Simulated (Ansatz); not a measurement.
Start from ZnTe in the zinc blende structure (space group F-43m, No. 216; a = 6.066 Å). Axes: x, y, z lie along the cube axes.

All numbers come from PBEsol (Ansatz, a program for electronic structure), spin-orbit coupling left out, earlier PAW set.

Now apply this change: tensor shear ε_yz = +0.73 % (engineering shear γ = 0.0146); the atoms relax in the strained cell.

Problem. Predict the stress tensor and what it implies for the stiffness.

Solution. Stress of the strained cell less that of the base (GPa, compression positive):
```
   0.00    0.00    0.00
   0.00    0.00   -0.47
   0.00   -0.47    0.00
```

Then −Δσ/γ with γ = 2ε = 0.0146 gives relaxed-ion elastic constants: C44 ≈ 32 GPa.

Stability against distortions was not tested.
